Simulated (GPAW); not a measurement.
Runs of GPAW 26.7.0 on V. Symmetry: Im-3m, No. 229, cubic system. Conventional cell: a = 3.029 Å, b = 3.029 Å, c = 3.029 Å, α = 90.00°, β = 90.00°, γ = 90.00°. V (site symmetry m-3m) is surrounded by 8 V at 2.62 Å. 

```csv
task,level,potentials or basis,cell,smearing,optimizer,fmax,max steps,convergence,band path,gap on the mesh (eV),pressure (GPa),moment (μB),relaxed volume (Å³/atom)
relaxation of cell and atoms,PBE,"GPAW PAW data sets (gpaw-data 1.2.1), pw",relaxed,fermi-dirac 0.05 eV,BFGS,0.02 eV/Å,100,density=1e-05 forces=0.0001,-,none,0.0,0.00,(b)
band structure,LDA,"the program's PAW data sets (release 1.2.1) made for this functional, pw",as given,fermi-dirac 0.05 eV,-,-,-,-,"GHNGPH,PN",-,-17.1,0.00,-
relaxation of cell and atoms,PBEsol,"PAW data sets generated in the run's folder for this functional, pw",relaxed,fermi-dirac 0.05 eV,FIRE,0.01 eV/Å,40,density=1e-05 forces=0.0001,-,none,0.0,0.00,13.05
single point,PBE,"GPAW PAW data sets (gpaw-data 1.2.1), pw",as given,gaussian 0.011 eV,-,-,-,-,-,none,-4.2,0.10,-
band structure,PBE,"GPAW PAW data sets (gpaw-data 1.2.1), pw",as given,fermi-dirac 0.05 eV,-,-,-,-,"GHNGPH,PN",-,-4.3,0.00,-
band structure,PBEsol,"PAW data sets generated in the run's folder for this functional, pw",as given,fermi-dirac 0.05 eV,-,-,-,-,"GHNGPH,PN",-,(d),0.00,-
relaxation of cell and atoms,LDA,"the program's PAW data sets (release 1.2.1) made for this functional, pw",relaxed,fermi-dirac 0.05 eV,FIRE,0.02 eV/Å,40,density=1e-05 forces=0.0001,-,none,0.0,0.00,12.55
relaxation of cell and atoms,RPBE,"the program's PAW data sets (release 1.2.1) made for this functional, pw",relaxed,fermi-dirac 0.05 eV,FIRE,0.01 eV/Å,100,density=1e-05 forces=0.0001,-,none,0.0,0.00,(c)
band structure,revPBE,"the program's PAW data sets (release 1.2.1) made for this functional, pw",as given,fermi-dirac 0.05 eV,-,-,-,-,"GHNGPH,PN",-,-0.9,0.00,-
band structure,RPBE,"the program's PAW data sets (release 1.2.1) made for this functional, pw",as given,fermi-dirac 0.05 eV,-,-,-,-,"GHNGPH,PN",-,(a),0.00,-
```

Alike in all rows: spin collinear, ferromagnetic start; k mesh 12 × 12 × 12; cutoff (eV) 600.

Problem. Fill in the values left out.

Solution. (a) 0.3; (b) 13.55; (c) 13.92; (d) -10.7.

Caveats: each step starts from the last one's moments, so a moment once lost doesn't come back (some runs); later steps reuse the first step's grids (some runs); so large a pressure means that the cell lies far from this level's equilibrium, or that cutoff or potentials fall short (some runs).

A gap of «none» marks a metal or a gap under the smearing width.
